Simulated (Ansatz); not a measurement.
# TiTe2: the cost of one run

Method: DFT PBE, scalar-relativistic, plane waves, PAW, in Ansatz 0.2.0.

1 further run of the same task is left out (set aside as unsound or not needed). Runs told in other sessions of the task aren't counted.

### Step 1. The starting structure

It takes space group Fm-3m (No. 225, cubic). The conventional cell has a = 6.886 Å, b = 6.886 Å, c = 6.886 Å, α = 90.00°, β = 90.00°, γ = 90.00°. Around Ti (site symmetry m-3m) lie 8 Te at 2.98 Å. Te (site symmetry -43m) has 4 Ti at 2.98 Å in its first shell of neighbours.

Structure file:

```cif
data_structure
_symmetry_space_group_name_H-M 'Fm-3m'
_symmetry_Int_Tables_number 225
_cell_length_a 6.8857
_cell_length_b 6.8857
_cell_length_c 6.8857
_cell_angle_alpha 90.000
_cell_angle_beta 90.000
_cell_angle_gamma 90.000
_cell_volume 326.47
loop_
_atom_site_label
_atom_site_type_symbol
_atom_site_symmetry_multiplicity
_atom_site_Wyckoff_symbol
_atom_site_fract_x
_atom_site_fract_y
_atom_site_fract_z
_atom_site_occupancy
Ti1 Ti 4 a 0.00000 0.00000 0.00000 1
Te1 Te 8 c 0.25000 0.75000 0.75000 1
```

This cell comes from an earlier session at PBE: 27.206 Å³/atom at -0.06 GPa, on a 10×10×10 mesh.

The changes: atom 3 (Te) moved 0.08 Å along y; atom 3 (Te) moved 0.05 Å along x; strain e5 = +0.01, atoms carried along; strain e6 = +0.01, atoms carried along; all atoms moved at random (σ = 0.1 Å), cell strained at random (1 %); all atoms moved at random (σ = 0.03 Å), cell strained at random (1 %).

### Step 2. Atom 3 (Te) moved 0.08 Å along y

Contents of input.yaml:

```yaml
crystal:
  lattice:
    - [0.0, 3.4428591255, 3.4428591255]
    - [3.4428591255, 0.0, 3.4428591255]
    - [3.4428591255, 3.4428591255, 0.0]
  atoms:
    - { symbol: Ti, position: [0.0, 0.0, 0.0] }
    - { symbol: Te, position: [0.25, 0.25, 0.25] }
    - { symbol: Te, position: [0.7616182506, 0.7383817494, 0.7616182506] }
basis:
  ecutwfc: 420
  ecutrho_ratio: 4
kpoints:
  mp_grid: { grid: [10, 10, 10] }
hamiltonian:
  xc: pbe
scf:
  occupations: { method: gaussian, width: 0.05 }
output:
  forces: true
  stress: true
  eigenvalues: true
  write_density: true
  write_potential: true
  elf: true
  volumetric_format: npy
```

On the command line:

```bash
$ ansatz run input.yaml --threads 2 --pin off --max-ram 2662MiB --backend cpu --events-out ev --progress --plain --runs-dir out
```

**Question.** How long does this run take on 2 threads of Arm Neoverse V2, shared host, and how much memory does it need?

About 27 s, with a peak of 0.55 GiB.
